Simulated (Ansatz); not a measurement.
P: checking dH/dP = V

Theory: Ansatz, DFT PBE+D3(BJ), scalar-relativistic, plane waves, PAW. Settings: 420 eV cutoff, 18×18×18 k-mesh, Gaussian smearing of 0.10 eV, no spin polarisation.

Starting point, cell and atoms relaxed:

```
CELL_PARAMETERS angstrom
2.40726 0.00000 0.00000
0.00000 2.40726 0.00000
0.00000 0.00000 2.40737
ATOMIC_POSITIONS crystal
P 0.00000 0.00000 0.00000
```

Cell and atoms were relaxed at each target pressure within the start's symmetry (Pm-3m), at zero temperature; other phases can be more stable under pressure. H = E + PV with P the target; E is the free energy at the smearing used, whose derivative the pressure is, per atom and counted from zero pressure.

A cell with an odd number of electrons and no spin polarisation is a metal by construction and may be lower with spin.

| P (GPa) | V (Å³/atom) | E − E0 (meV) | H − H0 (meV) |
| --- | --- | --- | --- |
| 0 | 13.950 | 0.0 | 0.0 |
| 2 | 13.744 | 1.3 | 172.9 |
| 5 | 13.446 | 7.7 | 427.4 |
| 10 | 13.046 | 26.3 | 840.6 |
| 20 | 12.391 | 86.8 | 1633.6 |
| 40 | 11.402 | 269.1 | 3115.7 |

Thermodynamics gives dH/dP = V along a relaxed path. Integrate V over P by the trapezoid rule and compare with the computed enthalpies.

With 1 eV/Å³ = 160.22 GPa, each step adds the mean volume times ΔP / 160.22:
```
P (GPa)  ∫V dP (meV) H − H0 (meV) difference (meV)
      2        172.9         172.9               0.0
      5        427.4         427.4               0.1
     10        840.8         840.6               0.2
     20       1634.6        1633.6               1.0
     40       3119.6        3115.7               3.9
```

V(P) curves upward, so the trapezoid rule runs high; integrating a smooth curve through the same points puts that excess at about 4.1 meV at 40 GPa, against the 3.9 meV found.

At 40 GPa, how much of the enthalpy change is stored energy and how much is the PV term?

E rises by 269 meV/atom and PV is 40 × 11.402 / 160.22 = 2847 meV/atom, so PV makes 91 % of ΔH. So between rival structures at high pressure a small difference in volume can outweigh the difference in energy: 1 % of this volume is worth 28.5 meV/atom at this pressure.

What bulk modulus do the lowest pressures give?

From the pressures that the runs reached, -2.05 GPa (14.221 Å³) and 2.00 GPa (13.744 Å³), B = −ΔP/Δln V = 4.05 / 0.0341 = 119 GPa, a mean over that range.

This simple cubic form isn't the element's structure at ambient conditions.